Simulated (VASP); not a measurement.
Crystal: HfN.

```
CELL_PARAMETERS angstrom
0.00000 2.25600 2.25600
2.25600 0.00000 2.25600
2.25600 2.25600 0.00000
ATOMIC_POSITIONS crystal
Hf 0.00000 0.00000 0.00000
N 0.50000 0.50000 0.50000
```

- Program: VASP 6.6.1
- Task: single point
- Functional: PBE
- Potentials or basis: VASP PAW PBE potentials, release 64 (Hf_pv, N)
- Cutoff: 520 eV
- k mesh: 10 × 10 × 10
- Occupations: fermi-dirac, width 0.05 eV
- Spin: no spin polarisation

On this cell: pressure 4.2 GPa; largest force zero by symmetry; band gap on the k mesh none (metal or under the smearing width).

The same run follows on a disturbed copy (atoms moved at random, drawn with an rms of 0.05 Å):

```
CELL_PARAMETERS angstrom
0.00000 2.25600 2.25600
2.25600 0.00000 2.25600
2.25600 2.25600 0.00000
ATOMIC_POSITIONS crystal
Hf 0.02558 0.01152 0.98645
N 0.48681 0.50285 0.51365
```

Question: What does the disturbed cell give?

Answer: The energy (extrapolated to zero smearing) moves by +40.4 meV/atom; pressure 6.1 GPa; largest force 1.400 eV/Å; band gap on the k mesh none (metal or under the smearing width).

Forces in eV/Å, atoms in the order of the input:
```
Hf   0.493 -0.309 -1.274
N   -0.493  0.309  1.274
```

Stress tensor (GPa, compression positive):
```
 4.99  0.08  0.48
 0.08  4.61 -0.31
 0.48 -0.31  8.67
```
